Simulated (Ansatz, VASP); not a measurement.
Two plane-wave programs on PbSe

```
Pb Se
1.0
     3.78432    0.00000    0.00000
     0.00000    3.78432    0.00000
     0.00000    0.00000    3.78432
Pb Se
1 1
Direct
  0.00000 0.00000 0.00000
  0.50000 0.50000 0.50000
```

Measurements of this composition are mostly on another form, of space group No. 225.

Alike in both runs: task single point; functional PBE; dispersion D3(BJ); k mesh 14 × 14 × 14; occupations gaussian, width 0.15 eV; no spin polarisation.

|  | VASP | Ansatz |
| --- | --- | --- |
| version | VASP 6.6.1 | Ansatz 0.2.0 |
| potentials or method | VASP PAW PBE potentials, release 64 (Pb_d, Se) | scalar-relativistic, plane waves, PAW |
| plane-wave cutoff (eV) | 520 | 420 |
| valence electrons in the cell | 20 | 30 |

|  | VASP | Ansatz | Ansatz less VASP |
| --- | --- | --- | --- |
| gap on the k mesh at the Fermi level (eV) | none | none | - |
| pressure (GPa) | -2.3 | -2.3 | +0.02 |

A gap of «none» marks a metal or a gap that the smearing closes. The two sets of potentials don't hold the same shells in valence.

Caveats: pairwise dispersion overbinds metals, which lowers pressure and volume. The runs have no spin-orbit coupling, so splittings on Pb are missing.
